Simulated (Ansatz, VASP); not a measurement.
HgTe (Coloradoite) in VASP and in Ansatz

The input INCAR:

```
SYSTEM = HgTe
PREC = Accurate
ENCUT = 520
EDIFF = 1E-7
ISMEAR = -1
SIGMA = 0.05
LREAL = .FALSE.
LASPH = .TRUE.
NELM = 150
ALGO = Normal
ISIF = 2
LWAVE = .FALSE.
LCHARG = .FALSE.
LNONCOLLINEAR = .TRUE.
MAGMOM = 0 0 0 0 0 0
LORBIT = 11
LSORBIT = .TRUE.
GGA_COMPAT = .FALSE.
LORBMOM = .TRUE.
GGA = PS
NBANDS = 30
```

Contents of KPOINTS:

```
Automatic mesh
0
G
  5 5 5
  0 0 0
```

File POSCAR:

```
HgTe
1.0
    0.0000000000      3.2145000000      3.2145000000
    3.2145000000      0.0000000000      3.2145000000
    3.2145000000      3.2145000000      0.0000000000
Hg Te
1 1
Direct
    0.0000000000      0.0000000000      0.0000000000
    0.7500000000      0.7500000000      0.7500000000
```

The input input.yaml:

```yaml
crystal:
  lattice:
    - [0.0, 3.2145, 3.2145]
    - [3.2145, 0.0, 3.2145]
    - [3.2145, 3.2145, 0.0]
  atoms:
    - { symbol: Hg, position: [0.0, 0.0, 0.0] }
    - { symbol: Te, position: [0.75, 0.75, 0.75] }
kpoints:
  mp_grid: { grid: [5, 5, 5] }
  band_path:
    path:
      - [0.0, 0.0, 0.0]
      - [0.5, 0.0, 0.5]
      - [0.5, 0.25, 0.75]
      - [0.375, 0.375, 0.75]
      - [0.0, 0.0, 0.0]
      - [0.5, 0.5, 0.5]
      - [0.625, 0.25, 0.625]
      - [0.5, 0.25, 0.75]
    npoints: 12
scf:
  occupations: { method: fermi_dirac, width: 0.05 }
hamiltonian:
  xc: pbesol
  pseudopotentials: { kind: all_electron, lapw: { basis_error: 0.001 } }
magnetization:
  noncollinear: true
  spin_orbit: true
output:
  forces: true
  stress: true
  eigenvalues: true
```

Alike in both runs: functional PBEsol; k mesh 5 × 5 × 5; occupations fermi-dirac, width 0.05 eV; non-collinear spin, spin-orbit coupling.

|  | VASP | Ansatz |
| --- | --- | --- |
| version | VASP 6.6.1 | Ansatz 0.2.0 |
| potentials or method | VASP PAW PBE potentials, release 64 (Hg, Te) | all-electron LAPW, relativistic spinors |
| plane-wave cutoff (eV) | 520 | see its input |
| task | single point | band structure |

VASP gave:

```
gap on the k mesh at the Fermi level (eV) : none
pressure (GPa)                            : 1.8
net moment per atom (μB)                  : 0.00
```

**Question.** Estimate Ansatz's values.

**Answer.** gap on the k mesh at the Fermi level (eV): none; pressure (GPa): 1.4; net moment per atom (μB): 0.00.

A gap of «none» marks a metal or a gap that the smearing closes. Ansatz ran all-electron here, so the differences hold the error of VASP's frozen core and of both bases.

Caveats: the PAW data sets were made with another functional, which shifts forces and pressure a little (VASP); the k mesh is thin for a metal, which can move the energy by tens of meV per atom (Ansatz).
